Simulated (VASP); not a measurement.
Wanted: the native input for a VASP 6.6.1 run.

```
Task                   : relaxation of cell and atoms
Functional             : PBE
Dispersion             : D4
Potentials or basis    : VASP PAW PBE potentials, release 64 (Ni, O)
Cutoff                 : 600 eV
k mesh                 : 11 × 11 × 11
Occupations            : fermi-dirac, width 0.05 eV
Spin                   : collinear spin, ferromagnetic start
Starting moments       : [1.0, 0.0] μB
Further INCAR settings : ALGO = Normal; EDIFF = 1e-07; IBRION = 2; EDIFFG = -0.01; NSW = 40; ISIF = 3
```

The structure of NiO lies in POSCAR:

```
NiO
1.0
    0.0000000000      2.0859016414      2.0859016414
    2.0859016414      0.0000000000      2.0859016414
    2.0859016414      2.0859016414      0.0000000000
Ni O
1 1
Direct
    0.0000000000      0.0000000000      0.0000000000
    0.5000000000      0.5000000000      0.5000000000
```

The input as run:

INCAR

```
ALGO = Normal
EDIFF = 1E-7
EDIFFG = -0.01
ENCUT = 600
GGA = PE
IBRION = 2
ISIF = 3
ISMEAR = -1
ISPIN = 2
IVDW = 13
LASPH = True
LCHARG = False
LMAXMIX = 4
LORBIT = 11
LREAL = False
LWAVE = False
MAGMOM = 1 0
NELM = 120
NSW = 40
PREC = Accurate
SIGMA = 0.05
```

KPOINTS

```
k-points
0
Gamma
  11 11 11
```

Potentials or basis: VASP PAW PBE potentials, release 64 (Ni, O).

Command:

```bash
$ cat potpaw_PBE.64/Ni/POTCAR potpaw_PBE.64/O/POTCAR > POTCAR
$ mpirun -np 1 vasp_std > vasp.out
```

Results of the run:

| Quantity | Value |
| --- | --- |
| Relaxed volume | 9.10 Å³/atom |
| Relaxed cell | a = 2.953 Å, b = 2.953 Å, c = 2.953 Å, α = 60.00°, β = 60.00°, γ = 60.00° |
| Space group after relaxing (to 0.05 Å) | Fm-3m (No. 225) |
| Energy gained by relaxing | 0.0 meV/atom |
| Ionic steps | 3 |
| Pressure after relaxing | 0.0 GPa |
| Band gap on the k mesh | none (metal or under the smearing width) |
| Net moment | 1.68 μB per cell |
| Site moments | Ni +1.39; O +0.25 μB |
| Valence electrons inside the program's atomic spheres | Ni 8.99; O 4.98 |
| Dispersion energy per atom | -0.309 eV |

Caveat: a cell with one magnetic atom can't hold antiferromagnetic order, which such compounds often take; semilocal functionals often make such compounds metallic where correlation or magnetic order opens a gap, which also shifts bond lengths; pairwise dispersion overbinds metals, which lowers pressure and volume.

Wall time 48 s on 1 thread of Intel(R) Xeon(R) Platinum 8488C (Sapphire Rapids), with other jobs on the host, peak memory 0.17 GiB.
